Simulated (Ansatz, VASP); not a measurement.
## ZnS in VASP and in Ansatz

File POSCAR:

```
ZnS
1.0
    0.0000000000      2.7749084084      2.7749084084
    2.7749084084      0.0000000000      2.7749084084
    2.7749084084      2.7749084084      0.0000000000
Zn S
1 1
Direct
    0.0000000000      0.0000000000      0.0000000000
    0.2500000000      0.2500000000      0.2500000000
```

Contents of INCAR.step1:

```
PREC = Accurate
ENCUT = 520
ISMEAR = 0
SIGMA = 0.01
LREAL = False
LASPH = True
NELM = 100
NBANDS = 16
GGA = PE
ALGO = Normal
EDIFF = 1E-4
LWAVE = True
LCHARG = False
```

File INCAR.step2:

```
PREC = Accurate
ENCUT = 520
EDIFF = 1E-6
ISMEAR = 0
SIGMA = 0.01
LREAL = False
LASPH = True
NELM = 100
ALGO = Normal
ISIF = 2
LWAVE = False
LCHARG = False
METAGGA = R2SCAN
LMIXTAU = True
NBANDS = 16
ISTART = 1
```

KPOINTS

```
regular mesh
0
Gamma
  8 8 8
```

Input for Ansatz:

```yaml
crystal:
  lattice:
    - [0.0, 2.7749084084, 2.7749084084]
    - [2.7749084084, 0.0, 2.7749084084]
    - [2.7749084084, 2.7749084084, 0.0]
  atoms:
    - { symbol: Zn, position: [0.0, 0.0, 0.0] }
    - { symbol: S, position: [0.25, 0.25, 0.25] }
kpoints:
  mp_grid: { grid: [8, 8, 8] }
  band_path:
    path:
      - [0.0, 0.0, 0.0]
      - [-0.5, -0.5, 0.0]
      - [-0.375, -0.375, 0.25]
      - [-0.375, 0.0, 0.375]
      - [0.0, 0.0, 0.5]
      - [-0.5, -0.25, 0.25]
    npoints: 1
hamiltonian:
  xc: r2scan
scf:
  occupations: { method: fixed }
  n_extra_bands: 4
output:
  forces: true
  stress: true
  eigenvalues: true
  write_density: true
  write_potential: true
  elf: true
  volumetric_format: npy
```

Change from the starting cell: hydrostatic strain +3.0%.

Alike in both runs: task single point; functional r2SCAN; k mesh 8 × 8 × 8; no spin polarisation.

```csv
,VASP,Ansatz
version,VASP 6.6.1,Ansatz 0.2.0
potentials or method,"VASP PAW PBE potentials, release 64 (Zn, S)","plane waves, PAW"
plane-wave cutoff (eV),520,500
occupations,"gaussian, width 0.01 eV",fixed
valence electrons in the cell,18,18
```

```csv
,VASP,Ansatz,Ansatz less VASP
gap on the k mesh at the Fermi level (eV),2.31,2.31,-0.004
pressure (GPa),-5.7,-5.7,-0.03
```

Caveats: the PAW data sets were made with another functional, which shifts forces and pressure a little (VASP).
